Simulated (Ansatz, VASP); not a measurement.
## CaH: VASP beside Ansatz

```
Ca H
1.0
     1.81924    1.05034    2.97091
    -1.81924    1.05034    2.97091
     0.00000   -2.10068    2.97091
Ca H
1 1
Cartesian
  0.0000 0.0000 4.4564
  0.0000 0.0000 0.0000
```

Alike in both runs: functional PBE; k mesh 18 × 18 × 18; occupations gaussian, width 0.1 eV; no spin polarisation.

Ansatz relaxed the structure, and its values are those at the end. VASP's run is a single point on that final structure, the one shown.

```csv
,VASP,Ansatz
version,VASP 6.6.1,Ansatz 0.2.0
potentials or method,"VASP PAW PBE potentials, release 64 (Ca_sv, H)","scalar-relativistic, plane waves, PAW"
plane-wave cutoff (eV),520,420
valence electrons in the cell,11,11
```

```csv
,VASP,Ansatz,Ansatz less VASP
gap on the k mesh at the Fermi level (eV),none,none,-
pressure (GPa),0.0,0.0,-0.03
```

A gap of «none» marks a metal or a gap that the smearing closes.
